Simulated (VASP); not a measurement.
A run of VASP 6.6.1:

The input run.py:

```python
from ase.calculators.vasp import Vasp
from ase.dft.dos import DOS
from ase.spacegroup import crystal

atoms = crystal(
    ['Bi'],
    basis=[[0.0, 0.0, 0.766]],
    spacegroup=166,
    setting=1,
    cellpar=[4.535, 4.535, 11.814, 90.0, 90.0, 120.0],
    primitive_cell=True,
)
calc = Vasp(
    directory='calc',
    xc='pbe',
    pp='PBE',
    setups='materialsproject',
    prec='Accurate',
    encut=520,
    ediff=1e-07,
    ismear=1,
    sigma=0.2,
    lreal=False,
    lasph=True,
    nelm=100,
    algo='Normal',
    isif=2,
    lwave=False,
    lcharg=False,
    ivdw=2,
    lorbit=11,
    kpts=[7, 7, 7],
    gamma=True,
    nbands=22,
)
atoms.calc = calc

print('energy (eV):', atoms.get_potential_energy())
print('free energy (eV):', atoms.get_potential_energy(force_consistent=True))
print('forces (eV/A):')
print(atoms.get_forces())
print('stress (eV/A^3, Voigt):', atoms.get_stress())
print('Fermi level (eV):', calc.get_fermi_level())
dos = DOS(calc, width=0.2, window=(-10, 10), npts=301)
print('E - E_F (eV), DOS (1/eV)')
for e, g in zip(dos.get_energies(), dos.get_dos()):
    print(f'{e:8.3f} {g:10.4f}')
```

Potentials or basis: VASP PAW PBE potentials, release 64 (Bi_d).

Run with:

```bash
$ python run.py
```

Hardware: 1 thread of Intel(R) Xeon(R) Platinum 8375C CPU @ 2.90GHz (Ice Lake), with other jobs on the host.

Problem. How long does it take, and how much memory?

Solution. Run time: 51 s on 1 thread of Intel(R) Xeon(R) Platinum 8375C CPU @ 2.90GHz (Ice Lake), on a shared host, peak memory 0.23 GiB. Counts: scf iterations 12, k points 44.
